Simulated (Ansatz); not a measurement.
## AlPt in Ansatz: the effect of functional

The system is AlPt.

```
Pt Al
1.0
     3.15218    0.00000    0.00000
     0.00000    3.15218    0.00000
     0.00000    0.00000    3.15218
Pt Al
1 1
Direct
  0.50000 0.50000 0.50000
  0.00000 0.00000 0.00000
```

Measurements of this composition are mostly on another form, of space group No. 198.

The cell isn't the ideal one: volume scaled by 1.06.

Alike in all runs:

```yaml
Program: Ansatz 0.2.0
Task: single point
Potentials_or_basis: Ansatz PAW
k_mesh: 9 × 9 × 9
Occupations: fermi-dirac, width 0.05 eV
Spin: no spin polarisation
```

```csv
functional,cutoff,pressure (GPa)
LDA,420 eV (not typed: the program's choice for these potentials),-18.1
PBEsol,420 eV (not typed: the program's choice for these potentials),-14.6
r2SCAN,500 eV (not typed: the program's choice for these potentials),?
```

Question: What does the run with functional r2SCAN give?

Answer: Pressure -14.0 GPa.

Caveats: the PAW data sets come from PBE, with cores solved anew for the run's functional, which leaves a small shift of forces and pressure.
